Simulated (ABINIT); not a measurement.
MoS2:

```
Mo S
1.0
     3.16900    0.00000    0.00000
    -1.58450    2.74443    0.00000
     0.00000    0.00000   12.32400
Mo S
2 4
Cartesian
  1.5845 0.9148 9.2430
  0.0000 1.8296 3.0810
  1.5845 0.9148 4.6461
  0.0000 1.8296 10.8081
  1.5845 0.9148 1.5159
  0.0000 1.8296 7.6779
```

Program: ABINIT 10.8.3 (patched build). Alike in all runs: task single point; no spin polarisation; cell as given; cutoff (eV) 544; smearing fermi-dirac 0.05 eV.

Question: Order these runs on this cell by their pressure, lowest first.
A. level PBEsol; potentials or basis JTH PAW PBE v2.0; k mesh 6 × 6 × 2
B. level PBE; potentials or basis JTH PAW PBE v2.0; k mesh 10 × 10 × 3
C. level LDA; potentials or basis JTH PAW LDA v2.0; k mesh 6 × 6 × 2

Answer: C (-5.6 GPa), A (-2.7 GPa), B (2.0 GPa).

Caveats: this functional lacks dispersion, which binds the layers, so the pressure and a relaxed spacing across them are unreliable (some runs); the PAW data sets were made with another functional, which shifts forces and pressure a little (some runs).

Not every run made on this cell is shown here.
